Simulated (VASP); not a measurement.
# Cutoff convergence: SnTe

System: SnTe (rock salt type, first atom moved by 0.06 Å along [111]), 2 atoms in the cell.

```
Sn Te
1.0
     0.00000    3.20500    3.20500
     3.20500    0.00000    3.20500
     3.20500    3.20500    0.00000
Sn Te
1 1
Direct
  0.00540 0.00540 0.00540
  0.50000 0.50000 0.50000
```

Computed with HSE06, plane waves, standard recommended PAW potentials in VASP 6.6.1.

Orbitals from an earlier step on the same cell; potentials Sn_d Te; PREC = Normal; HFSCREEN = 0.208; HFRCUT = 0; PRECFOCK = Fast; k-mesh 4×4×4 Γ-centred; Fermi–Dirac smearing of 0.05 eV; no spin polarisation; no spin–orbit coupling.

At 313 eV the pressure at a fixed basis is -1.47 GPa. Another run of the series gave -1.29 GPa at a fixed basis and an energy +1.4 meV/atom from the top run.

Which cutoff did it use?
A. 241 eV
B. 277 eV
C. 217 eV

B. The series:

```tsv
cutoff (eV)	E − E(top) (meV/atom)	pressure at fixed basis (GPa)	rms force change (meV/Å)
217	18.8	-3.93	2.3
241	2.9	-1.54	1.0
277	1.4	-1.29	0.3
313	0.0	-1.47	0.0
```

The k-mesh is coarse, so these values belong to this mesh and can lie far from the converged ones. Where the force pushes the moved atom further off its site, the soft mode may be real or faked by the k-mesh. Potentials made with PBE were used with another functional.
